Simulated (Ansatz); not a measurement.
# How settings move the G0W0 gap of K2S (Fm-3m)

A 3-atom cell of K2S (Fm-3m) from a materials database, relaxed with r2SCAN; one-shot G0W0 in Ansatz without spin-orbit coupling. Spin-unpolarised throughout; all numbers are computed.

```cif
data_structure
_symmetry_space_group_name_H-M 'Fm-3m'
_symmetry_Int_Tables_number 225
_cell_length_a 7.4054
_cell_length_b 7.4054
_cell_length_c 7.4054
_cell_angle_alpha 90.000
_cell_angle_beta 90.000
_cell_angle_gamma 90.000
_cell_volume 406.11
loop_
_atom_site_label
_atom_site_type_symbol
_atom_site_symmetry_multiplicity
_atom_site_Wyckoff_symbol
_atom_site_fract_x
_atom_site_fract_y
_atom_site_fract_z
_atom_site_occupancy
K1 K 8 c 0.25000 0.25000 0.75000 1
S1 S 4 a 0.00000 0.00000 0.00000 1
```

Gaps are read over the mesh points alone. G0W0 values are finite-basis, finite-mesh values.
```tsv
start	potentials	frequency model	mesh	empty bands	screening cutoff (eV)	Kohn-Sham gap (eV)	G0W0 gap (eV)
PBE	PAW	contour deformation	4×4×4	303	120	2.38	3.89
PBE	PAW	contour deformation	4×4×4	752	220	2.38	3.98
PBE	PAW	contour deformation	4×4×4	1382	300	2.38	4.01
HSE06	PAW	contour deformation	4×4×4	752	220	3.31	4.56
r2SCAN	PAW	contour deformation	4×4×4	752	220	2.75	4.23
PBE0	PAW	contour deformation	4×4×4	752	220	4.01	4.82
PBE	PAW	Godby-Needs pole	4×4×4	752	220	2.38	4.03
PBE	PAW	contour deformation	6×6×6	164	80	2.38	3.77
PBE	norm-conserving	contour deformation	4×4×4	752	220	2.38	3.97
```

G0W0 moves the gap on the mesh from 2.38 eV (PBE) to 4.01 eV (X to Γ). Renormalisation factors Z lie between 0.74 and 0.82.

Raising bands and cutoff together moves the gap by +0.09 eV (120 to 220 eV), then +0.03 eV (220 to 300 eV); the last step is small, which bounds nothing strictly. Starting from HSE06 (3.31 eV against PBE's 2.38 eV) gives 4.56 eV, +0.58 eV from G0W0@PBE at the same screening cutoff. Starting from r2SCAN (2.75 eV against PBE's 2.38 eV) gives 4.23 eV, +0.25 eV from G0W0@PBE at the same screening cutoff. Starting from PBE0 (4.01 eV against PBE's 2.38 eV) gives 4.82 eV, +0.84 eV from G0W0@PBE at the same screening cutoff. The Godby-Needs plasmon pole differs from contour deformation by +0.05 eV. Norm-conserving potentials (wave cutoff 850 eV against 420 eV) shift the quasiparticle gap by -0.01 eV and the PBE gap by 0.00 eV. r2SCAN runs take a wave cutoff of 500 eV.
